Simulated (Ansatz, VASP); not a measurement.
InAs: VASP beside Ansatz

```
In As
1.0
     3.63207    0.00000    0.00000
     0.00000    3.63207    0.00000
     0.00000    0.00000    3.63207
In As
1 1
Cartesian
  0.0000 0.0000 0.0000
  1.8160 1.8160 1.8160
```

Alike in both runs: task relaxation of cell and atoms; functional PBE; k mesh 6 × 6 × 6; occupations gaussian, width 0.1 eV; no spin polarisation.

```csv
,VASP,Ansatz
version,VASP 6.6.1,Ansatz 0.2.0
potentials or method,"VASP PAW PBE potentials, release 64 (In_d, As)","scalar-relativistic, plane waves, PAW"
plane-wave cutoff (eV),600,420
valence electrons in the cell,18,28
```

VASP gave:

```
gap on the k mesh at the Fermi level, each at its own relaxed structure (eV) : none
relaxed volume (Å³/atom)                                                     : 22.85
relaxed cell length with the largest relative difference (Å)                 : 3.575
energy change over the relaxation (meV/atom)                                 : -8
```

Q: What did Ansatz give for the same quantities?

A: gap on the k mesh at the Fermi level, each at its own relaxed structure (eV): none; relaxed volume (Å³/atom): 22.79; relaxed cell length with the largest relative difference (Å): 3.572; energy change over the relaxation (meV/atom): -8.

A gap of «none» marks a metal or a gap that the smearing closes. The two sets of potentials don't hold the same shells in valence.
